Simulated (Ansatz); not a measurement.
Geometry optimisation in Ansatz: input, command and trajectory.

```yaml
crystal:
  lattice:
    - [1.5388864271, 0.888476493, 5.9375008101]
    - [-1.5388864271, 0.888476493, 5.9375008101]
    - [0.0, -1.7769529859, 5.9375008101]
  atoms:
    - { symbol: W, position: [0.0006595688, 0.0006595688, 0.0006595688] }
    - { symbol: S, position: [0.4192917015, 0.4192917015, 0.4192917015] }
    - { symbol: S, position: [0.2487487299, 0.2487487299, 0.2487487299] }
basis:
  ecutwfc: 500
kpoints:
  mp_grid: { grid: [12, 12, 12] }
hamiltonian:
  xc: r2scan
scf:
  occupations: { method: gaussian, width: 0.02 }
output:
  forces: true
  stress: true
  eigenvalues: true
relax:
  adjacent_minimum: "off"
  f_tol: 0.008
  max_steps: 50
  cell: { stress_tol: 0.08, p_target: 8.0 }
```

```bash
ansatz run input.yaml --threads 1 --pin off --max-ram 2560MiB --backend cpu --events-out ev --progress --plain --runs-dir out
```

These are results of DFT r2SCAN, scalar-relativistic, plane waves, PAW (Ansatz), not measurements.

Of 6 frames 5 are shown, positions in Å and forces in eV/Å; the SCF threshold varies from step to step. Steps run on the plane waves of an earlier cell, with a Pulay correction in the pressure. The basis is chosen afresh for the last frame, the zero of the energies, and at times for earlier ones too; energy and pressure step there, also at an unchanged geometry. The relaxation lowers the enthalpy F + PV at the target pressure, so the free energy itself can rise.

```xyz
3
Lattice="1.5389 0.8885 5.9375 -1.5389 0.8885 5.9375 0.0000 -1.7770 5.9375" Properties=species:S:1:pos:R:3:forces:R:3 pbc="T T T" step=1 free_energy_over_end_meV_per_atom=56.47 pressure_GPa=20.13
W     0.0000    0.0000    0.0117    0.0000    0.0000   -0.0013
S     0.0000    0.0000    7.4686    0.0000    0.0000    1.6065
S     0.0000    0.0000    4.4308    0.0000    0.0000   -1.6052
3
Lattice="1.5715 0.9073 5.6438 -1.5715 0.9073 5.6438 0.0000 -1.8146 5.6438" Properties=species:S:1:pos:R:3:forces:R:3 pbc="T T T" step=2 free_energy_over_end_meV_per_atom=30.40 pressure_GPa=6.88
W     0.0000    0.0000    0.0111    0.0000    0.0000   -0.0591
S     0.0000    0.0000    7.2249    0.0000    0.0000   -0.5214
S     0.0000    0.0000    4.0862    0.0000    0.0000    0.5804
3
Lattice="1.5704 0.9067 5.8105 -1.5704 0.9067 5.8105 0.0000 -1.8134 5.8105" Properties=species:S:1:pos:R:3:forces:R:3 pbc="T T T" step=3 free_energy_over_end_meV_per_atom=-2.67 pressure_GPa=7.42
W     0.0000    0.0000    0.0108    0.0000    0.0000    0.0098
S     0.0000    0.0000    7.3776    0.0000    0.0000    0.0321
S     0.0000    0.0000    4.2680    0.0000    0.0000   -0.0419
3
Lattice="1.5645 0.9033 5.8263 -1.5645 0.9033 5.8263 0.0000 -1.8066 5.8263" Properties=species:S:1:pos:R:3:forces:R:3 pbc="T T T" step=4 free_energy_over_end_meV_per_atom=0.82 pressure_GPa=8.17
W     0.0000    0.0000    0.0110    0.0000    0.0000    0.0029
S     0.0000    0.0000    7.3990    0.0000    0.0000    0.0060
S     0.0000    0.0000    4.2782    0.0000    0.0000   -0.0089
3
Lattice="1.5651 0.9036 5.8269 -1.5651 0.9036 5.8269 0.0000 -1.8073 5.8269" Properties=species:S:1:pos:R:3:forces:R:3 pbc="T T T" step=6 free_energy_over_end_meV_per_atom=0.00 pressure_GPa=8.01
W     0.0000    0.0000    0.0110    0.0000    0.0000    0.0012
S     0.0000    0.0000    7.3995    0.0000    0.0000   -0.0005
S     0.0000    0.0000    4.2788    0.0000    0.0000   -0.0007
```

The run took 63 s on 1 thread of AMD EPYC 9R45 96-Core Processor (Zen 5) (shared host), peak memory 0.67 GiB.

Spin–orbit coupling is left out, which can shift energies with elements as heavy as these. The cell holds layers, and r2SCAN describes their binding at middle range but leaves out its long-range dispersion part.